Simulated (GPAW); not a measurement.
Runs of GPAW 26.7.0 on SnTe. The structure is cubic, space group Fm-3m (No. 225). The conventional cell has a = 6.302 Å, b = 6.302 Å, c = 6.302 Å, α = 90.00°, β = 90.00°, γ = 90.00°. Around Te (site symmetry m-3m) lie 6 Sn at 3.15 Å. Sn (site symmetry m-3m) is surrounded by 6 Te at 3.15 Å. 

| task | level | potentials or basis | spin | k mesh | cutoff (eV) | smearing | maxiter | band path | band points | spin axis theta (degrees) | spin axis phi (degrees) | other keys | mesh quality | gap on the mesh (eV) | pressure (GPa) | V0 of scaled cells (Å³/atom) | B0 (GPa) |
| --- | --- | --- | --- | --- | --- | --- | --- | --- | --- | --- | --- | --- | --- | --- | --- | --- | --- |
| band structure | vdW-DF | GPAW PAW data sets (gpaw-data 1.2.1), pw | SOC, no magnetisation | 6 × 6 × 6 | 600 | fermi-dirac 0.05 eV | 150 | GXWKGLUWLK,UX | 60 | 90 | 0 | - | not flagged | (c) | - | - | - |
| equation of state | SOGGA | PAW data sets generated in the run's folder for this functional, pw | off | 6 × 6 × 6 | 600 | fermi-dirac 0.05 eV | 150 | - | - | - | - | - | not flagged | - | - | 30.84 | 48 |
| single point | PBEsol | PAW data sets generated in the run's folder for this functional, pw | off | 6 × 6 × 6 | 450 | fermi-dirac 0.05 eV | 120 | - | - | - | - | - | not flagged | 0.15 | (b) | - | - |
| equation of state | LDA | the program's PAW data sets (release 1.2.1) made for this functional, other valence, pw | off | 6 × 6 × 6 | 600 | fermi-dirac 0.05 eV | 150 | - | - | - | - | - | not flagged | - | - | (a) | 53 |
| equation of state | BLYP+D3(BJ) | PAW data sets generated in the run's folder for this functional, pw | off | 6 × 6 × 6 | 600 | fermi-dirac 0.05 eV | 150 | - | - | - | - | - | not flagged | - | - | 31.88 | 42 |
| single point | PBE | GPAW PAW data sets (gpaw-data 1.2.1), pw | off | 6 × 6 × 6 | 1200 | fermi-dirac 0.05 eV | 60 | - | - | - | - | several, not listed | not flagged | 0.11 | 2.0 | - | - |

Alike in all rows: cell as given.

Problem. Fill in the values left out.

Solution. (a) 29.85; (b) -1.4; (c) 0.21.

Caveats: spin-orbit coupling is left out, which moves the levels of the heavy elements (some runs); spin-orbit coupling was added after a scalar SCF, so levels and gaps hold it while energy, forces, pressure and moments don't (some runs); this program's spin-orbit splittings come out too wide for heavy elements (some runs); the PAW data sets were made with another functional, which shifts forces and pressure a little (some runs); the cutoff is short for stress and forces, so pressures can be off by a GPa or more (some runs).

A k mesh can miss the band edges, and rows without SOC leave out spin-orbit coupling on Sn, Te.
